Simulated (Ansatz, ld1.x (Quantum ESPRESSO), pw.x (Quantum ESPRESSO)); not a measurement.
## pw.x on bcc Al: one setting changed

Potential: norm-conserving Troullier–Martins (Kleinman–Bylander form), ld1.x (Quantum ESPRESSO) 7.5, PBE; core [Ne], reference 3s2 3p1; waves: 3s (bound): rc 1.75 bohr; 3p (bound): rc 1.85 bohr; local part: all-electron potential smoothed inside 1.50 bohr (lloc = -2); core correction: Bessel-smoothed model core inside 0.85 bohr.

The reference run (k-mesh 14³, cutoffs 50/200 Ry, Fermi–Dirac 0.01 Ry, mixing_beta 0.4, conv_thr 1e-9, no spin) gives 0.81 GPa at 16.945 Å³/atom, where all-electron LAPW gives 0.07 GPa. This run, with its own iteration cap, changes k-mesh shift to 1.

```
&control
  calculation='scf', prefix='x', pseudo_dir='./', outdir='./tmp', tstress=.true., disk_io='none'
/
&system
  ibrav=0, nat=1, ntyp=1, ecutwfc=50, ecutrho=200, nbnd=8,
  occupations='smearing', smearing='fd', degauss=0.01
/
&electrons
  conv_thr=1e-09, mixing_beta=0.4, electron_maxstep=60
/
ATOMIC_SPECIES
Al 1.0 Al.UPF
CELL_PARAMETERS angstrom
  -1.61805716 1.61805716 1.61805716
  1.61805716 -1.61805716 1.61805716
  1.61805716 1.61805716 -1.61805716
ATOMIC_POSITIONS crystal
Al 0.0000 0.0000 0.0000
K_POINTS automatic
14 14 14 1 1 1
```

```bash
pw.x < Al.scf.in > Al.scf.out
```

Q: How does the run end?

A: It converges in 6 iterations; the free energy moves by +4.6 meV/atom and the pressure by -0.22 GPa.

```
Message from routine setup:
     using ibrav=0 with symmetry is DISCOURAGED, use correct ibrav instead
     lattice parameter (alat)  =       5.2961  a.u.
     unit-cell volume          =     114.3505 (a.u.)^3
     number of electrons       =         3.00
     number of Kohn-Sham states=            8
     kinetic-energy cutoff     =      50.0000  Ry
     charge density cutoff     =     200.0000  Ry
     scf convergence threshold =      1.0E-09
     Exchange-correlation= PBE
     number of k points=   100  Fermi-Dirac smearing, width (Ry)=  0.0100
     iteration #  1     ecut=    50.00 Ry     beta= 0.40
     total energy              =     -20.21175214 Ry
     estimated scf accuracy    <       0.00609485 Ry
     iteration #  2     ecut=    50.00 Ry     beta= 0.40
     total energy              =     -20.21091613 Ry
     estimated scf accuracy    <       0.00190765 Ry
     iteration #  3     ecut=    50.00 Ry     beta= 0.40
     total energy              =     -20.21100608 Ry
     estimated scf accuracy    <       0.00000127 Ry
     iteration #  4     ecut=    50.00 Ry     beta= 0.40
     total energy              =     -20.21100768 Ry
     estimated scf accuracy    <       0.00000019 Ry
     iteration #  5     ecut=    50.00 Ry     beta= 0.40
     total energy              =     -20.21100765 Ry
     estimated scf accuracy    <       0.00000013 Ry
     iteration #  6     ecut=    50.00 Ry     beta= 0.40
     the Fermi energy is     7.6782 ev
!    total energy              =     -20.21100766 Ry
     estimated scf accuracy    <          3.4E-10 Ry
     smearing contrib. (-TS)   =      -0.00180384 Ry
     The total energy is F=E-TS. E is the sum of the following terms:
     one-electron contribution =       2.91821741 Ry
     hartree contribution      =       0.00463853 Ry
     xc contribution           =     -17.77619372 Ry
     ewald contribution        =      -5.35586604 Ry
     convergence has been achieved in   6 iterations
          total   stress  (Ry/bohr**3)                   (kbar)     P=        5.91
     Message from routine punch:
     Nothing written, as per user request (disk_io='none')
```

The run took about 4.9 s on one core of a shared host (Neoverse-V1, 32 threads, 247 GiB, load 11).
